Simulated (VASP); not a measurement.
Crystal: SH2, in a box.

```
CELL_PARAMETERS angstrom
12.32557 0.00000 0.00000
0.00000 12.82557 0.00000
0.00000 0.00000 13.32557
ATOMIC_POSITIONS crystal
S 0.52404 0.50828 0.45999
H 0.51025 0.42954 0.52601
H 0.46399 0.57356 0.51684
```

Base run:

| Item | Value |
| --- | --- |
| Program | VASP 6.6.1 |
| Functional | RPBE |
| Potentials or basis | VASP PAW PBE potentials, release 64 (S, H) |
| Cutoff | 400 eV |
| k mesh | 1 × 1 × 1 |
| Occupations | gaussian, width 0.01 eV |
| Spin | no spin polarisation |

Its results: gap between the frontier levels 5.29 eV; largest force 0.006 eV/Å.

Task: The run is repeated on the same cell with these changes: functional from RPBE to PBE. What comes out?

Result: Gap between the frontier levels 5.37 eV; largest force 0.012 eV/Å.

Caveats: the PAW data sets were made with another functional, which shifts forces and pressure a little (some runs).

A k mesh can miss the band edges.

Not every run made on this cell is shown here.
